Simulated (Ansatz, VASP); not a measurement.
**One calculation of SiO2, two programs**

The input POSCAR:

```
SiO2
1.0
    4.0179898332      0.0000000000      0.0000000000
    0.0000000000      4.0179898332      0.0000000000
    0.0000000000      0.0000000000      2.4552453754
Si O
2 4
Direct
    0.5000000000      0.5000000000      0.5000000000
    0.0000000000      0.0000000000      0.0000000000
    0.6938852014      0.6938852014      0.0000000000
    0.1938852014      0.8061147986      0.5000000000
    0.3061147986      0.3061147986      0.0000000000
    0.8061147986      0.1938852014      0.5000000000
```

The input INCAR.step1:

```
ALGO = Normal
EDIFF = 1E-4
ENCUT = 520
GGA = PE
ISMEAR = 0
LASPH = T
LCHARG = F
LREAL = F
LWAVE = T
NBANDS = 25
NELM = 100
PREC = Accurate
SIGMA = 0.05
```

The input INCAR.step2:

```
ALGO = Normal
EDIFF = 1E-7
ENCUT = 520
ISIF = 2
ISMEAR = 0
ISTART = 1
LASPH = T
LCHARG = F
LMIXTAU = T
LREAL = F
LWAVE = F
METAGGA = R2SCAN
NBANDS = 25
NELM = 100
PREC = Accurate
SIGMA = 0.05
```

File KPOINTS:

```
k-points
0
Gamma
  6 6 8
```

Input for Ansatz:

```yaml
crystal:
  lattice:
    - [4.0179898332, 0.0, 0.0]
    - [0.0, 4.0179898332, 0.0]
    - [0.0, 0.0, 2.4552453754]
  atoms:
    - { symbol: Si, position: [0.5, 0.5, 0.5] }
    - { symbol: Si, position: [0.0, 0.0, 0.0] }
    - { symbol: O, position: [0.6938852014, 0.6938852014, 0.0] }
    - { symbol: O, position: [0.1938852014, 0.8061147986, 0.5] }
    - { symbol: O, position: [0.3061147986, 0.3061147986, 0.0] }
    - { symbol: O, position: [0.8061147986, 0.1938852014, 0.5] }
basis:
  ecutwfc: 500
kpoints:
  mp_grid: { grid: [6, 6, 8] }
hamiltonian:
  xc: r2scan
scf:
  occupations: { method: gaussian, width: 0.05 }
output:
  forces: true
  stress: true
  eigenvalues: true
  write_density: true
  write_potential: true
  elf: true
  volumetric_format: npy
```

Change from the starting cell: strain -0.040 along x and y, -0.080 along z, atoms carried along.

Alike in both runs: task single point; functional r2SCAN; k mesh 6 × 6 × 8; occupations gaussian, width 0.05 eV; no spin polarisation.

```csv
,VASP,Ansatz
version,VASP 6.6.1,Ansatz 0.2.0
potentials or method,"VASP PAW PBE potentials, release 64 (Si, O)","scalar-relativistic, plane waves, PAW"
plane-wave cutoff (eV),520,500
valence electrons in the cell,32,32
```

```tsv
	VASP	Ansatz	Ansatz less VASP
gap on the k mesh at the Fermi level (eV)	9.02	9.05	+0.030
least direct gap on the mesh (eV)	9.02	9.05	+0.030
pressure (GPa)	82.5	81.2	-1.23
largest component of the traceless stress (GPa)	33.27	32.00	-1.270
rms of the force components (eV/Å)	0.699	0.668	-0.0309
```

Atom by atom the forces differ by 0.031 eV/Å (rms over components).

Caveats: the cell as given lies far from equilibrium; so large a pressure means that the cell lies far from this level's equilibrium, or that cutoff or potentials fall short (VASP); the potentials were made for another functional, which shifts forces and pressure (VASP). A k mesh can miss the band edges.
